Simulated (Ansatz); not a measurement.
SnSe:

```
Sn Se
1.0
     0.00000    3.01000    3.01000
     3.01000    0.00000    3.01000
     3.01000    3.01000    0.00000
Sn Se
1 1
Direct
  0.00000 0.00000 0.00000
  0.50000 0.50000 0.50000
```

Measurements of this composition are mostly on another form, of space group No. 62.

Program: Ansatz 0.2.0. Alike in all runs: task band structure; potentials or basis Ansatz PAW; no spin polarisation; cell as given; k mesh 4 × 4 × 4; cutoff (eV) 420; smearing fermi-dirac 0.05 eV; the mesh is coarse, so values aren't converged.

Task: Order these runs on this cell by their pressure, lowest first.
A. level HSE06
B. level PBEsol0
C. level B3LYP

Result: B (-3.7 GPa), A (-1.8 GPa), C (2.0 GPa).

Caveats: all runs use coarse meshes; the PAW data sets come from PBE, with cores solved anew for the run's functional, which leaves a small shift of forces and pressure; the thresholds are loose for stress.

Runs at the PBE level aren't shown here.
